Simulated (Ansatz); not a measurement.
# B (Pmmn) in Ansatz: reference runs

Reference runs on B: the cell as given and a disturbed copy.

Program: Ansatz 0.2.0. These are calculated values, not measurements. Logs are shortened: lines on timing, memory, paths and dates and some standing lists are left out, and cuts for length are marked.

## (1) The structure

The structure is orthorhombic, space group Pmmn (No. 59). Conventional cell: a = 1.625 Å, b = 2.866 Å, c = 3.914 Å, α = 90.00°, β = 90.00°, γ = 90.00°. B (site symmetry mm2) is surrounded by 6 B at 1.62 to 1.86 Å.

The cell was built by a generator and needn't be a form met in nature.

## (2) Single point, PBE

The input, input.yaml:

```yaml
crystal:
  lattice:
    - [1.62456, 0.0, 0.0]
    - [0.0, 2.86615, 0.0]
    - [0.0, 0.0, 3.9144]
  atoms:
    - { symbol: B, position: [0.0, 0.5, 0.60926] }
    - { symbol: B, position: [0.5, 0.0, 0.39074] }
kpoints:
  mp_grid: { grid: [16, 9, 7] }
scf:
  occupations: { method: fermi_dirac, width: 0.05 }
hamiltonian:
  xc: pbe
  pseudopotentials: { kind: all_electron, lapw: { basis_error: 0.001 } }
output:
  forces: true
  stress: true
  eigenvalues: true
  populations: true
```

Potentials or basis: all-electron LAPW, scalar-relativistic.

Launch:

```bash
ansatz run input.yaml --threads 1 --pin off --max-ram 3072MiB --backend cpu --events-out ev --progress --plain --runs-dir out
```

What it wrote:

```text
Warning: RAYON_NUM_THREADS=1 ignored (pool sized by the plan → 1); use --threads N
B: projections on atomic orbitals take those of the free atom 1s2 2s2 2p1, of charge +0.00 (hamiltonian.pseudopotentials.projection_atoms)
LAPW: plane waves up to 9.654 Å⁻¹, error target 1.0e-3 eV per atom; small_component_spin mean_spin; B in spheres of 0.812 Å, 5 of its electrons in bands, Dirac shells [] (how accurate: hamiltonian.pseudopotentials.lapw.basis_error, Limitations)
Engine: ansatz 0.2.0, x86_64-unknown-linux-gnu
Pseudopotentials: kind: all_electron
Pseudopotential: B, LAPW, valence charge 5, lapw/all_electron/scalar/gaussian/B, Koelling and Harmon's equation, gaussian nucleus
Functional definition: PBE
  parameter kappa = 0.804
  parameter beta = 0.06672455060314922
  exchange = pbe_x(kappa = kappa, mu = beta*pi^2/3)
  correlation = pbe_c(beta = beta)
Crystal: 2 atoms, lattice volume = 18.226 Å³
Basis set: ecut = 355.08760543564887 eV, 281 PW (Γ), exchange–correlation at level 2
Bands: 9, of which v1, the nominal top of the filled ones, is band 5 counted from 1 (4 counted from 0)
Symmetry: 8 space group operations
Space group: Pmmn (ITA 59), of the structure as read, at distance tolerance 2.6e-5 Å
k-points: 180 of 1008
Non-local potential: B, projectors of the file, none
Initial density: superposition of atomic densities (chi_scale 0.1, normalization cell)
Initial wavefunctions: plane waves of lowest kinetic energy (no species holds an atomic orbital)
Functional: x = pbe(κ = 0.804, μ = 0.2195149727645171), c = pbe(β = 0.06672455060314922)
iter 1 solved again at ethr=1.57e-2 eV; its pass at ethr=1.00e-1 eV (dr2=1.57e0 eV) is discarded
SCF iter   1: F=—  HF=-1352.100525 eV  |F-HF|=—  |Δ(HF+E_count)|=         —  Δρ=7.86e-2  dr2=1.58e0  ethr=1.57e-2  ⟨swp⟩=2.0  Hψ=12140  notcnv=0
preconditioner: auto → none  [metal: Δε(μ)=0.071 eV  Ē_g=15.005 eV  σ=0.050 eV  W_gap=0.34  n_scr=4 (ndim 8)  ℏωp=21.3 eV  f_vac=0.000  D(μ)=0.45/eV (n_scr^D=2)  sad-step TF]
SCF iter   2: F=—  HF=-1351.731411 eV  |F-HF|=—  |Δ(HF+E_count)|=   3.69e-1  Δρ=4.92e-2  dr2=7.41e-1  ethr=1.57e-2  ⟨swp⟩=2.0  Hψ=4322  notcnv=0  defer=1
iter 3 solved again at ethr=1.19e-4 eV; its pass at ethr=7.41e-3 eV (dr2=1.19e-2 eV) is discarded
SCF iter   3: F=—  HF=-1351.429488 eV  |F-HF|=—  |Δ(HF+E_count)|=   3.02e-1  Δρ=7.22e-3  dr2=1.19e-2  ethr=1.19e-4  ⟨swp⟩=2.0  Hψ=8928  notcnv=0  defer=1
SCF iter   4: F=—  HF=-1351.427220 eV  |F-HF|=—  |Δ(HF+E_count)|=         —  Δρ=1.48e-3  dr2=7.44e-4  ethr=1.19e-4  ⟨swp⟩=3.0  Hψ=4757  notcnv=0
the basis was enlarged: its passes take 74.1 KiB over the memory plan, 1 of 1 planned eigensolver slots
SCF iter   5: F=—  HF=-1351.427102 eV  |F-HF|=—  |Δ(HF+E_count)|=   1.18e-4  Δρ=2.16e-4  dr2=1.15e-5  ethr=7.44e-6  ⟨swp⟩=3.0  Hψ=3935  notcnv=0
SCF iter   6: F=-1351.427108 eV  HF=-1351.427108 eV  |F-HF|=2.12e-7  |Δ(HF+E_count)|=   5.91e-6  Δρ=2.90e-5  dr2=9.89e-8  ethr=1.15e-7  ⟨swp⟩=3.0  Hψ=4118  notcnv=0
SCF 1 converged in 6 iterations: F = -1351.427108 eV  dr2 = 9.89e-8
SCF converged after 6 iterations
Free energy (F): -1351.427108 eV
Harris-Foulkes:  -1351.427108 eV  (|F-HF|=2.12e-7)
Internal energy: -1351.423981 eV  (E = F + TS)
E sigma→0 (E₀):  -1351.425545 eV
Entropy (-TS):   -0.003127 eV (-1.563 meV/atom)
Fermi energy:    7.137740 eV
--- Per-component energies (eV) ---
  E_band       = -668.195514
  E_kinetic    = 1345.149829
  E_xc         = -221.397235
  E_electrostatic = -2475.176575  (all electrons and nuclei)
  E_smearing   = -0.003127  (= −TS)
  E_closure    = 0.000000  (closes the sum)
  E_atoms      = -1338.974124  (free atoms, spherical and without spin; not in F)
  Σ components = -1351.427108   (vs F -1351.427108, Δ=0.00e0)
  Basis errors (estimates in eV, not in F): energy 6.7e-4 per atom: plane waves 6.3e-4 (3.9e-4 summed), levels above the bands 3.1e-76, relativity 5.4e-9, radial functions 3.8e-5, core shells 0.0e0; eigenvalues (radial functions only) 3.2e-6; not estimated: angular momenta, meshes, grids; target (lapw.basis_error) 1.0e-3; muffin-tin radii B 0.812 Å
--- Forces (eV/Å), atoms counted from 1 ---
  atom   1  B      0.00000000     0.00000000     0.00431450
  atom   2  B      0.00000000     0.00000000    -0.00431450
  max |Σ_I F_I| component: 0.00e0 eV/Å
--- Stress (GPa, compression-positive) ---
       -1.129359       0.000000       0.000000
        0.000000       1.696863       0.000000
        0.000000       0.000000      -0.297418
  P = ⅓ Tr σ = 0.0900 GPa (0.900 kbar)
--- Band table (eV; the first three rows and the last of 180) ---
  k-point 0: bands = ["-166.8811", "-166.8704", "-8.9733", "1.2735", "1.8280", "4.7460", "10.0957", "15.4116", "18.5616"]
  k-point 1: bands = ["-166.8811", "-166.8704", "-8.9296", "0.6475", "1.8457", "5.6128", "10.1329", "15.1802", "18.2175"]
  k-point 2: bands = ["-166.8811", "-166.8704", "-8.8270", "-0.3067", "1.8860", "7.1826", "10.2157", "14.7141", "17.6499"]
  k-point 179: bands = ["-166.8486", "-166.8486", "1.0027", "1.0027", "10.7886", "10.7886", "14.6549", "14.6549", "15.6627"]
--- Löwdin populations: 2 sites ---
  site symbol       q [e]
     0      B      4.9654
     1      B      4.9654
  spilling = 0.006926 (of n_electrons = 10.000000)
```

Run time: 27 s. Hardware: 1 thread of Intel Xeon at 2.50GHz (Skylake/Cascade Lake), shared host; peak memory 0.32 GiB.

Results:

| Item | Value |
| --- | --- |
| Free energy | -1351.4271 eV |
| Pressure | 0.1 GPa |
| Largest force | 0.004 eV/Å |
| Band gap on the k mesh | none (metal or under the smearing width) |

Forces on the atoms (eV/Å):
```
B    0.000  0.000  0.004
B    0.000  0.000 -0.004
```

Stress tensor (GPa, compression positive):
```
-1.13  0.00  0.00
 0.00  1.70  0.00
 0.00  0.00 -0.30
```

Levels at points of the mesh, in eV from the Fermi level:
| k point | band 3 | band 4 | band 5 | band 6 | band 7 | band 8 | band 9 |
| --- | --- | --- | --- | --- | --- | --- | --- |
| (0.00, 0.00, 0.00) | -16.11 | -5.86 | -5.31 | -2.39 | 2.96 | 8.27 | 11.42 |
| (-0.50, 0.00, 0.00) | -7.00 | -7.00 | 6.53 | 6.53 | 7.43 | 7.43 | 10.69 |

Caveat: this functional lacks dispersion, which binds the layers, so the pressure and a relaxed spacing across them are unreliable.

## (3) Single point, PBE (atoms moved at random, drawn with an rms of 0.05 Å)

input.yaml: that of step 2 with these lines changed.

```diff
@@ -6,4 +6,4 @@
   atoms:
-    - { symbol: B, position: [0.0, 0.5, 0.60926] }
-    - { symbol: B, position: [0.5, 0.0, 0.39074] }
+    - { symbol: B, position: [-2.0e-05, 0.512092, 0.615896] }
+    - { symbol: B, position: [0.514032, 0.005465, 0.397527] }
 kpoints:
```

Potentials or basis: all-electron LAPW, scalar-relativistic.

Launch:

```bash
ansatz run input.yaml --threads 1 --pin off --max-ram 3072MiB --backend cpu --events-out ev --progress --plain --runs-dir out
```

What it wrote:

```text
Warning: RAYON_NUM_THREADS=1 ignored (pool sized by the plan → 1); use --threads N
B: projections on atomic orbitals take those of the free atom 1s2 2s2 2p1, of charge +0.00 (hamiltonian.pseudopotentials.projection_atoms)
LAPW: plane waves up to 9.654 Å⁻¹, error target 1.0e-3 eV per atom; small_component_spin mean_spin; B in spheres of 0.812 Å, 5 of its electrons in bands, Dirac shells [] (how accurate: hamiltonian.pseudopotentials.lapw.basis_error, Limitations)
Engine: ansatz 0.2.0, x86_64-unknown-linux-gnu
Pseudopotentials: kind: all_electron
Pseudopotential: B, LAPW, valence charge 5, lapw/all_electron/scalar/gaussian/B, Koelling and Harmon's equation, gaussian nucleus
Functional definition: PBE
  parameter kappa = 0.804
  parameter beta = 0.06672455060314922
  exchange = pbe_x(kappa = kappa, mu = beta*pi^2/3)
  correlation = pbe_c(beta = beta)
Crystal: 2 atoms, lattice volume = 18.226 Å³
Basis set: ecut = 355.08760543564887 eV, 281 PW (Γ), exchange–correlation at level 2
Bands: 9, of which v1, the nominal top of the filled ones, is band 5 counted from 1 (4 counted from 0)
Symmetry: 2 space group operations
Space group: P-1 (ITA 2), of the structure as read, at distance tolerance 2.6e-5 Å
k-points: 505 of 1008
Non-local potential: B, projectors of the file, none
Initial density: superposition of atomic densities (chi_scale 0.1, normalization cell)
Initial wavefunctions: plane waves of lowest kinetic energy (no species holds an atomic orbital)
Functional: x = pbe(κ = 0.804, μ = 0.2195149727645171), c = pbe(β = 0.06672455060314922)
iter 1 solved again at ethr=1.58e-2 eV; its pass at ethr=1.00e-1 eV (dr2=1.58e0 eV) is discarded
SCF iter   1: F=—  HF=-1352.098141 eV  |F-HF|=—  |Δ(HF+E_count)|=         —  Δρ=7.86e-2  dr2=1.58e0  ethr=1.58e-2  ⟨swp⟩=2.0  Hψ=34054  notcnv=0
preconditioner: auto → none  [metal: Δε(μ)=0.054 eV  Ē_g=15.002 eV  σ=0.050 eV  W_gap=0.26  n_scr=4 (ndim 8)  ℏωp=21.3 eV  f_vac=0.000  D(μ)=0.45/eV (n_scr^D=2)  sad-step TF]
SCF iter   2: F=—  HF=-1351.727952 eV  |F-HF|=—  |Δ(HF+E_count)|=   3.70e-1  Δρ=4.92e-2  dr2=7.43e-1  ethr=1.58e-2  ⟨swp⟩=2.0  Hψ=12125  notcnv=0
iter 3 solved again at ethr=1.18e-4 eV; its pass at ethr=7.43e-3 eV (dr2=1.18e-2 eV) is discarded
SCF iter   3: F=—  HF=-1351.425374 eV  |F-HF|=—  |Δ(HF+E_count)|=   3.03e-1  Δρ=7.20e-3  dr2=1.18e-2  ethr=1.18e-4  ⟨swp⟩=2.0  Hψ=25101  notcnv=0
SCF iter   4: F=—  HF=-1351.423124 eV  |F-HF|=—  |Δ(HF+E_count)|=         —  Δρ=1.47e-3  dr2=7.34e-4  ethr=1.18e-4  ⟨swp⟩=3.0  Hψ=13354  notcnv=0
the basis was enlarged: its passes take 74.1 KiB over the memory plan, 1 of 1 planned eigensolver slots
SCF iter   5: F=—  HF=-1351.423009 eV  |F-HF|=—  |Δ(HF+E_count)|=   1.15e-4  Δρ=2.16e-4  dr2=1.14e-5  ethr=7.34e-6  ⟨swp⟩=3.0  Hψ=11047  notcnv=0
SCF iter   6: F=—  HF=-1351.423015 eV  |F-HF|=—  |Δ(HF+E_count)|=   5.85e-6  Δρ=2.99e-5  dr2=1.13e-7  ethr=1.14e-7  ⟨swp⟩=3.0  Hψ=11598  notcnv=0
SCF iter   7: F=-1351.423015 eV  HF=-1351.423015 eV  |F-HF|=6.94e-9  |Δ(HF+E_count)|=   2.40e-7  Δρ=6.46e-6  dr2=1.15e-8  ethr=1.13e-9  ⟨swp⟩=3.0  Hψ=11705  notcnv=0
SCF 1 converged in 7 iterations: F = -1351.423015 eV  dr2 = 1.15e-8
SCF converged after 7 iterations
Free energy (F): -1351.423015 eV
Harris-Foulkes:  -1351.423015 eV  (|F-HF|=6.94e-9)
Internal energy: -1351.419915 eV  (E = F + TS)
E sigma→0 (E₀):  -1351.421465 eV
Entropy (-TS):   -0.003100 eV (-1.550 meV/atom)
Fermi energy:    7.136613 eV
--- Per-component energies (eV) ---
  E_band       = -668.204339
  E_kinetic    = 1345.178091
  E_xc         = -221.402937
  E_electrostatic = -2475.195069  (all electrons and nuclei)
  E_smearing   = -0.003100  (= −TS)
  E_closure    = 0.000000  (closes the sum)
  E_atoms      = -1338.974124  (free atoms, spherical and without spin; not in F)
  Σ components = -1351.423015   (vs F -1351.423015, Δ=0.00e0)
  Basis errors (estimates in eV, not in F): energy 6.7e-4 per atom: plane waves 6.3e-4 (3.9e-4 summed), levels above the bands 1.2e-76, relativity 5.4e-9, radial functions 3.8e-5, core shells 0.0e0; eigenvalues (radial functions only) 3.2e-6; not estimated: angular momenta, meshes, grids; target (lapw.basis_error) 1.0e-3; muffin-tin radii B 0.812 Å
--- Forces (eV/Å), atoms counted from 1 ---
  atom   1  B      0.22701489    -0.15805635     0.01434953
  atom   2  B     -0.22701489     0.15805635    -0.01434953
  max |Σ_I F_I| component: 0.00e0 eV/Å
--- Stress (GPa, compression-positive) ---
       -1.070075      -0.144927       1.696475
       -0.144927       1.860762      -1.192457
        1.696475      -1.192457      -0.238982
  P = ⅓ Tr σ = 0.1839 GPa (1.839 kbar)
--- Band table (eV; the first three rows and the last of 505) ---
  k-point 0: bands = ["-166.8809", "-166.8701", "-8.9757", "1.2723", "1.8245", "4.7504", "10.0834", "15.4300", "18.5587"]
  k-point 1: bands = ["-166.8809", "-166.8701", "-8.9322", "0.6467", "1.8428", "5.6162", "10.1203", "15.1984", "18.2153"]
  k-point 2: bands = ["-166.8809", "-166.8701", "-8.8297", "-0.3069", "1.8833", "7.1855", "10.2025", "14.7322", "17.6483"]
  k-point 504: bands = ["-166.8484", "-166.8482", "0.9307", "0.9690", "10.6501", "10.6742", "15.2197", "15.2717", "16.0686"]
--- Löwdin populations: 2 sites ---
  site symbol       q [e]
     0      B      4.9653
     1      B      4.9653
  spilling = 0.006933 (of n_electrons = 10.000000)
```

Wall time 71 s (1 thread of Intel Xeon at 2.50GHz (Skylake/Cascade Lake), shared host); peak memory 0.52 GiB.

Results:

```yaml
Free_energy: -1351.4230 eV
Pressure: 0.2 GPa
Largest_force: 0.277 eV/Å
Band_gap_on_the_k_mesh: none (metal or under the smearing width)
```

Forces in eV/Å, atoms in the order of the input:
```
B    0.227 -0.158  0.014
B   -0.227  0.158 -0.014
```

Stress tensor (GPa, compression positive):
```
-1.07 -0.14  1.70
-0.14  1.86 -1.19
 1.70 -1.19 -0.24
```
